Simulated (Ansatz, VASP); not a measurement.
Two plane-wave programs on CdS (Hawleyite)

```
Cd S
1.0
     0.00000    2.87829    2.87829
     2.87829    0.00000    2.87829
     2.87829    2.87829    0.00000
Cd S
1 1
Direct
  0.00000 0.00000 0.00000
  0.25000 0.25000 0.25000
```

Alike in both runs: functional LDA; k mesh 8 × 8 × 8; occupations gaussian, width 0.02 eV; no spin polarisation.

Ansatz relaxed the structure, and its values are those at the end. VASP's run is a single point on that final structure, the one shown.

|  | VASP | Ansatz |
| --- | --- | --- |
| version | VASP 6.6.1 | Ansatz 0.2.0 |
| potentials or method | VASP PAW LDA potentials, release 64 (Cd, S) | scalar-relativistic, plane waves, PAW |
| plane-wave cutoff (eV) | 520 | 420 |
| valence electrons in the cell | 18 | 26 |

|  | VASP | Ansatz | Ansatz less VASP |
| --- | --- | --- | --- |
| gap on the k mesh at the Fermi level (eV) | 0.98 | 0.95 | -0.030 |
| least direct gap on the mesh (eV) | 0.98 | 0.95 | -0.030 |
| pressure (GPa) | 0.6 | 0.0 | -0.55 |

The two sets of potentials don't hold the same shells in valence.
